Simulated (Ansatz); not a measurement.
Start of a relaxation of Hf4C:

```yaml
crystal:
  lattice:
    - [3.20000, 0.00000, 0.00000]
    - [-1.60000, 2.77128, 0.00000]
    - [0.00000, 0.00000, 10.00000]
  atoms:
    - { symbol: Hf, position: [0.66667, 0.33333, 0.87500] }
    - { symbol: Hf, position: [0.33333, 0.66667, 0.12500] }
    - { symbol: Hf, position: [0.66667, 0.33333, 0.37500] }
    - { symbol: Hf, position: [0.33333, 0.66667, 0.62500] }
    - { symbol: C, position: [0.00000, 0.00000, 0.00000] }
```

Method: DFT PBE, scalar-relativistic, plane waves, PAW (Ansatz). Cutoff 420 eV, Gaussian smearing, Γ-centred meshes. Cell and atoms relax first on a coarse mesh, the cell is then made exact in the group found at 0.06 to 0.08 Å, and last on a converged mesh; the steps can't lower the symmetry of their start. No spin polarisation.

A guess keeps its type if space group and coordination stay and the shape of the cell changes little (axis ratios within about 15 %, angles within 6°); the volume may change.

**Question.** Does this structure survive the relaxation?

**Answer.** It keeps its type. The symmetry stays P-3m1 (No. 164). The volume per atom grows by 6.7 %, from 17.7 to 18.9 Å³. The shortest distance goes from 2.23 Å (Hf–C) to 2.27 Å (Hf–C). The ratio c/a of the conventional cell changes by a factor of 1.02. Counting neighbours within 15 % of an atom's shortest distance, the start has C 6, Hf 3/12 and the end C 6, Hf 3/12.

The last run used a 12×12×4 mesh (in the run's order of axes) for its 5-atom cell and Gaussian smearing of 0.10 eV. These runs have no spin–orbit coupling, which can matter for Hf. A later test with randomly moved atoms came back to the same energy, though modes that don't fit the test's cell weren't probed.

In counts of neighbours, a slash parts the counts of unlike sites.
